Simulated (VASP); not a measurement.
# Au (Cmcm) in VASP: notebook

One crystal, Au, is run at these levels: PBE; tasks: single point.

Program: VASP 6.6.1. These are calculated values, not measurements. Logs are shortened: lines on timing, memory, paths and dates and some standing lists are left out, and cuts for length are marked.

## 1. The crystal as given

The structure is orthorhombic, space group Cmcm (No. 63). The conventional cell has a = 2.823 Å, b = 5.112 Å, c = 4.893 Å, α = 90.00°, β = 90.00°, γ = 90.00°. Au (site symmetry m2m) has 12 Au at 2.82 to 2.97 Å as nearest neighbours.

This isn't the form of Au at room conditions, which is fcc.

## 2. Single point, PBE

File INCAR:

```
SYSTEM = Au
PREC = Accurate ; ENCUT = 520
EDIFF = 1E-7 ; ISMEAR = 0
SIGMA = 0.1 ; LREAL = .False.
LASPH = .True. ; NELM = 100
ALGO = Fast ; ISIF = 2
LWAVE = .False. ; LCHARG = .False.
GGA = PE ; NBANDS = 18
```

File KPOINTS:

```
regular mesh
0
Gamma
  16 16 10
  0 0 0
```

File POSCAR:

```
Au
1.0
    1.4113099650     -2.5559330250      0.0000000000
    1.4113099650      2.5559330250      0.0000000000
    0.0000000000      0.0000000000      4.8931696100
Au
2
Direct
    0.6653279700      0.3346720300      0.2500000000
    0.3346720300      0.6653279700      0.7500000000
```

Potentials or basis: VASP PAW PBE potentials, release 64 (Au).

Launch:

```
$ cat potpaw_PBE.64/Au/POTCAR > POTCAR
$ mpirun -np 1 vasp_std > vasp.out
```

OUTCAR:

```text
SYSTEM = Au
   PREC = Accurate
   ENCUT = 520
   EDIFF = 1E-7
   ISMEAR = 0
   LREAL = .False.
   LASPH = .True.
   NELM = 100
   ISIF = 2
   GGA = PE

 ion  position               nearest neighbor table
   1  0.665  0.335  0.250-   2 2.95   2 2.95   2 2.95   2 2.95   2 2.97   2 2.97
   2  0.335  0.665  0.750-   1 2.95   1 2.95   1 2.95   1 2.95   1 2.97   1 2.97

  LATTYP: Found a base centered orthorhombic cell.
 ALAT       =     2.8226199300
 B/A-ratio  =     1.8110359088
 C/A-ratio  =     1.7335559627

  Lattice vectors:

 A1 = (   1.4113099650,  -2.5559330250,   0.0000000000)
 A2 = (   1.4113099650,   2.5559330250,   0.0000000000)
 A3 = (   0.0000000000,   0.0000000000,   4.8931696100)

Analysis of symmetry for initial positions (statically):
=====================================================================
 Subroutine PRICEL returns:
 Original cell was already a primitive cell.

 Routine SETGRP: Setting up the symmetry group for a
 base centered orthorhombic supercell.

 Subroutine GETGRP returns: Found  8 space group operations
 (whereof  4 operations were pure point group operations)
 out of a pool of  8 trial point group operations.

The static configuration has the point symmetry C_2h.
 The point group associated with its full space group is D_2h.

Analysis of symmetry for dynamics (positions and initial velocities):
=====================================================================
 Subroutine PRICEL returns:
 Original cell was already a primitive cell.

 Routine SETGRP: Setting up the symmetry group for a
 base centered orthorhombic supercell.

 Subroutine GETGRP returns: Found  8 space group operations
 (whereof  4 operations were pure point group operations)
 out of a pool of  8 trial point group operations.

The dynamic configuration has the point symmetry C_2h.
 The point group associated with its full space group is D_2h.

 Subroutine INISYM returns: Found  8 space group operations
 (whereof  4 operations are pure point group operations),
 and found     1 'primitive' translations

----------------------------------------------------------------------------------------

                                     Primitive cell

  volume of cell :      35.3014

  direct lattice vectors                    reciprocal lattice vectors
     1.411309965 -2.555933025  0.000000000     0.354280783 -0.195623279  0.000000000
     1.411309965  2.555933025  0.000000000     0.354280783  0.195623279  0.000000000
     0.000000000  0.000000000  4.893169610     0.000000000  0.000000000  0.204366511

  length of vectors
     2.919689957  2.919689957  4.893169610     0.404701545  0.404701545  0.204366511

  position of ions in fractional coordinates (direct lattice)
     0.665327970  0.334672030  0.250000000
     0.334672030  0.665327970  0.750000000

  ion indices of the primitive-cell ions
   primitive index   ion index
                 1           1
                 2           2

----------------------------------------------------------------------------------------

 KPOINTS: regular mesh

Automatic generation of k-mesh.
 Grid dimensions read from file:
 generate k-points for:   16   16   10

 Generating k-lattice:

  Cartesian coordinates                     Fractional coordinates (reciprocal lattice)
     0.022142549 -0.012226455  0.000000000     0.062500000  0.000000000  0.000000000
     0.022142549  0.012226455  0.000000000     0.000000000  0.062500000  0.000000000
     0.000000000  0.000000000  0.020436651     0.000000000  0.000000000  0.100000000

  Length of vectors
     0.025293847  0.025293847  0.020436651

  Shift w.r.t. Gamma in fractional coordinates (k-lattice)
     0.000000000  0.000000000  0.000000000

 Subroutine IBZKPT returns following result:
 ===========================================

 Found    438 irreducible k-points:

 Following reciprocal coordinates:
            Coordinates               Weight
  0.000000  0.000000  0.000000      1.000000
  0.062500 -0.000000  0.000000      4.000000
  0.125000 -0.000000  0.000000      4.000000
  0.187500 -0.000000  0.000000      4.000000
  0.250000 -0.000000  0.000000      4.000000
  0.312500 -0.000000  0.000000      4.000000
[... 16 lines left out ...]
 -0.125000  0.062500  0.000000      4.000000
 -0.062500  0.062500  0.000000      2.000000
 [... further k-points ...]
   k-points           NKPTS =    438   k-points in BZ     NKDIM =    438   number of bands    NBANDS=     18
   number of dos      NEDOS =    301   number of ions     NIONS =      2
   total plane-waves  NPLWV =  20736
   dimension x,y,z NGX =    24 NGY =   24 NGZ =   36
   dimension x,y,z NGXF=    48 NGYF=   48 NGZF=   72
   ions per type =               2
   NGX,Y,Z   is equivalent  to a cutoff of  13.67, 13.67, 12.23 a.u.
   NGXF,Y,Z  is equivalent  to a cutoff of  27.33, 27.33, 24.46 a.u.
 SYSTEM =  Au
   PREC   = accura    normal or accurate (medium, high low for compatibility)
   ISTART =      0    job   : 0-new  1-cont  2-samecut
   ICHARG =      2    charge: 1-file 2-atom 10-const
   ISPIN  =      1    spin polarized calculation?
   LNONCOLLINEAR =      F non collinear calculations
   LSORBIT =      F    spin-orbit coupling
   LASPH  =      T    aspherical Exc in radial PAW
   ENCUT  =  520.0 eV  38.22 Ry    6.18 a.u.   5.43  5.43  9.10*2*pi/ulx,y,z
   NELM   =    100;   NELMIN=  2; NELMDL= -5     # of ELM steps
   EDIFF  = 0.1E-06   stopping-criterion for ELM
   LREAL  =      F    real-space projection
   EDIFFG = 0.1E-05   stopping-criterion for IOM
   NSW    =      0    number of steps for IOM
   IBRION =     -1    ionic relax: 0-MD 1-quasi-New 2-CG
   NFREE  =      0    steps in history (QN), initial steepest desc. (CG)
   ISIF   =      2    stress and relaxation
   ISYM   =      2    0-nonsym 1-usesym 2-fastsym
   POTIM  = 0.5000    time-step for ionic-motion
   TEBEG  =    0.0;   TEEND  =   0.0 temperature during run
   PSTRESS=    0.0 pullay stress
   NELECT =      22.0000    total number of electrons
   NUPDOWN=      -1.0000    fix difference up-down
   EMIN   =  10.00;   EMAX   =-10.00  energy-range for DOS
   EFERMI =   0.00;   METHOD = LEGACY
   ISMEAR =     0;   SIGMA  =   0.10  broadening in eV -4-tet -1-fermi 0-gaus
   EFERMI_NEDOS =   21; number of points for ismear=-14 and -15
   IALGO  =     68    algorithm
   IMIX   =      4    mixing-type and parameters
     AMIX     =   0.40;   BMIX     =  1.00
     AMIX_MAG =   1.60;   BMIX_MAG =  1.00
  volume/ion in A,a.u.               =      17.65       119.11
  Fermi-wavevector in a.u.,A,eV,Ry     =   1.398358  2.642513 26.604898  1.955405
  Thomas-Fermi vector in A             =   2.521524
   LORBIT       =      0    0 simple, 1 ext, 2 COOP (PROOUT), +10 PAW based schemes
   GGA     = PE    functional components
   LHFCALC =     F    Hartree Fock is set to
   AEXX    =    0.0000 exact exchange contribution
   IVDW    =     0    specifies the selected vdW correction
   LEPSILON=     F    determine dielectric tensor
   LRPA    =     F    only Hartree local field effects (RPA)
 non-spin polarized calculation
 RMM-DIIS sequential band-by-band and
 Gauss-broadening in eV      SIGMA  =   0.10
  energy-cutoff  :      520.00
  volume of cell :       35.30
 maximum number of plane-waves:       970
 NGX is ok and might be reduce to    24
   NGX = 11   NGY = 11   NGZ = 19

 number of electron      21.9999996 magnetization

 Free energy of the ion-electron system (eV)
  ---------------------------------------------------
  ext. energy  EPLUGINS =         0.00000000
  ---------------------------------------------------
  free energy    TOTEN  =        -6.41774664 eV

  energy without entropy =       -6.41516290  energy(sigma->0) =       -6.41645477

 E-fermi :   8.8792     XC(G=0): -12.5048

 val. band max:        8.8604275937   @ k =  -0.3125   0.3125   0.3000
 cond. band min:       8.8809074618   @ k =   0.5000   0.3125   0.3000
 fundamental gap:      0.0204798681
 Fermi energy:         8.8791888914

 k-point     1 :       0.0000    0.0000    0.0000
  band No.  band energies     occupation
      1      -0.5934      2.00000
      2       1.7756      2.00000
      3       4.1417      2.00000
      4       4.1975      2.00000
      5       4.5316      2.00000
      6       4.7741      2.00000
[... 10 lines left out ...]
     17      26.8122      0.00000
     18      27.7454      0.00000

 k-point     2 :       0.0625   -0.0000    0.0000
  band No.  band energies     occupation
      1      -0.4679      2.00000
      2       1.8825      2.00000
      3       4.1220      2.00000
      4       4.2965      2.00000
      5       4.5705      2.00000
      6       4.7742      2.00000
[... 10 lines left out ...]
     17      26.2880      0.00000
     18      26.9225      0.00000

 k-point     3 :       0.1250   -0.0000    0.0000
  band No.  band energies     occupation
      1      -0.1015      2.00000
      2       2.1788      2.00000
      3       4.0636      2.00000
      4       4.5234      2.00000
      5       4.6149      2.00000
      6       4.8369      2.00000
[... 10 lines left out ...]
     17      25.3511      0.00000
     18      26.8909      0.00000

 k-point     4 :       0.1875   -0.0000    0.0000
  band No.  band energies     occupation
      1       0.4692      2.00000
      2       2.5637      2.00000
      3       3.9696      2.00000
      4       4.4681      2.00000
      5       4.4831      2.00000
      6       4.8900      2.00000
[... 375 lines left out ...]
      4       4.4504      2.00000
      5       4.6481      2.00000
      6       4.7659      2.00000
[... 10 lines left out ...]
     17      26.0998      0.00000
     18      26.2317      0.00000

 k-point    23 :      -0.1250    0.0625    0.0000
  band No.  band energies     occupation
      1      -0.2423      2.00000
      2       2.0575      2.00000
      3       3.9701      2.00000
      4       4.3659      2.00000
      5       4.5591      2.00000
      6       4.9357      2.00000
[... 10 lines left out ...]
     17      26.3369      0.00000
     18      26.6359      0.00000

 k-point    24 :      -0.0625    0.0625    0.0000
  band No.  band energies     occupation
      1      -0.4786      2.00000
      2       1.8675      2.00000
      3       4.0334      2.00000
      4       4.2824      2.00000
      5       4.5298      2.00000
      6       4.8453      2.00000
[... 10 lines left out ...]
     17      26.6012      0.00000
     18      27.0667      0.00000

 [... further k-points ...]

------------------------ aborting loop because EDIFF is reached ----------------------------------------

  FORCE on cell =-STRESS in cart. coord.  units (eV):
  Direction    XX          YY          ZZ          XY          YZ          ZX
  --------------------------------------------------------------------------------------
  -------------------------------------------------------------------------------------
  Total        0.9356709      0.5643455      0.4136488      0.0000000      0.0000000      0.0000000
  in kB       42.4660207     25.6131792     18.7737149      0.0000000      0.0000000      0.0000000
  external PRESSURE =      28.9509716 kB  Pullay stress =       0.0000000 kB

 VOLUME and BASIS-vectors are now :
 -----------------------------------------------------------------------------
  energy-cutoff  :      520.00
  volume of cell :       35.30
      direct lattice vectors                 reciprocal lattice vectors
     1.411309965 -2.555933025  0.000000000     0.354280783 -0.195623279  0.000000000
     1.411309965  2.555933025  0.000000000     0.354280783  0.195623279  0.000000000
     0.000000000  0.000000000  4.893169610     0.000000000  0.000000000  0.204366511

 POSITION                                       TOTAL-FORCE (eV/Angst)
 -----------------------------------------------------------------------------------
      1.41131     -0.84513      1.22329         0.000000      0.015158      0.000000
      1.41131      0.84513      3.66988         0.000000     -0.015158      0.000000
 -----------------------------------------------------------------------------------
    total drift:                                0.000000      0.000000     -0.000000

  FREE ENERGIE OF THE ION-ELECTRON SYSTEM (eV)
  ---------------------------------------------------
  free  energy   TOTEN  =        -6.4177466404 eV

  energy  without entropy=       -6.4151629013  energy(sigma->0) =       -6.41645477
```

Wall time 2.3 min (1 thread of Intel Xeon Platinum 8488C (Sapphire Rapids), shared host); peak memory 0.33 GiB.

What came out:

| Item | Value |
| --- | --- |
| Free energy | -6.4177 eV |
| Pressure | 2.9 GPa |
| Largest force | 0.015 eV/Å |
| Band gap on the k mesh | none (metal or under the smearing width) |

Forces on the atoms (eV/Å):
```
Au   0.000  0.015  0.000
Au   0.000 -0.015  0.000
```

Stress tensor (GPa, compression positive):
```
4.25 0.00 0.00
0.00 2.56 0.00
0.00 0.00 1.88
```

## 3. Single point, PBE

File INCAR:

```
SYSTEM = Au
ALGO = Normal
EDIFF = 1E-6
ENCUT = 520
GGA = PE
ISIF = 2
ISMEAR = 0
LASPH = .TRUE.
LCHARG = .FALSE.
LREAL = .FALSE.
LWAVE = .FALSE.
NBANDS = 18
NELM = 100
PREC = Accurate
SIGMA = 0.1
```

File KPOINTS:

```
k-points
0
G
  8 8 4
  0 0 0
```

POSCAR is that of step 2.

Potentials or basis: VASP PAW PBE potentials, release 64 (Au).

Launch:

```
$ cat potpaw_PBE.64/Au/POTCAR > POTCAR
$ mpirun -np 1 vasp_std > vasp.out
```

It took 20 s on 1 thread of Intel Xeon Platinum 8488C (Sapphire Rapids), shared host; peak memory 0.17 GiB.

The run converged. Its results:

| Item | Value |
| --- | --- |
| Free energy | -6.3961 eV |
| Pressure | 3.4 GPa |
| Band gap on the k mesh | none (metal or under the smearing width) |

Stress tensor (GPa, compression positive):
```
2.27 0.00 0.00
0.00 5.42 0.00
0.00 0.00 2.43
```

Levels at points of the mesh, in eV from the Fermi level:
```tsv
k point	band 9	band 10	band 11	band 12	band 13	band 14
(0.00, 0.00, 0.00)	-3.30	-2.15	-2.11	-1.01	2.43	14.57
(0.50, 0.00, 0.00)	-1.79	-1.64	0.52	1.75	5.78	7.28
(0.50, 0.50, 0.00)	-1.87	-1.69	0.26	1.29	5.39	6.79
(0.00, 0.00, 0.50)	-2.62	-2.62	-2.50	-2.50	10.23	10.23
(0.50, 0.00, 0.50)	-1.68	-1.68	0.70	0.70	4.05	4.05
(0.50, 0.50, 0.50)	-1.76	-1.76	0.34	0.34	3.50	3.50
```
